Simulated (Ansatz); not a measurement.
Crystal: PbS (Galena).

```
CELL_PARAMETERS angstrom
0.00000 2.96575 2.96575
2.96575 0.00000 2.96575
2.96575 2.96575 0.00000
ATOMIC_POSITIONS crystal
Pb 0.00000 0.00000 0.00000
S 0.50000 0.50000 0.50000
```

```yaml
Program: Ansatz 0.2.0
Task: single point
Functional: PBE
Potentials_or_basis: Ansatz PAW
Cutoff: "420 eV (not typed: the program's choice for these potentials)"
k_mesh: 8 × 8 × 8
Occupations: fermi-dirac, width 0.05 eV
Spin: no spin polarisation
```

On this cell: pressure 2.2 GPa; largest force zero by symmetry; band gap on the k mesh 0.36 eV, direct.

The same run follows on a disturbed copy (atoms moved at random, drawn with an rms of 0.05 Å):

```
CELL_PARAMETERS angstrom
0.00000 2.96575 2.96575
2.96575 0.00000 2.96575
2.96575 2.96575 0.00000
ATOMIC_POSITIONS crystal
Pb 0.98849 0.01386 0.99772
S 0.49387 0.50530 0.49704
```

Task: What changes?

Result: The energy moves by +0.1 meV/atom; pressure 2.2 GPa; largest force 0.016 eV/Å; band gap on the k mesh 0.36 eV, direct.

Forces in eV/Å, atoms in the order of the input:
```
Pb  -0.014  0.007 -0.005
S    0.014 -0.007  0.005
```

Caveats: spin-orbit coupling is left out, which as a rule narrows the gap of such compounds by several tenths of an eV.

A k mesh can miss the band edges.
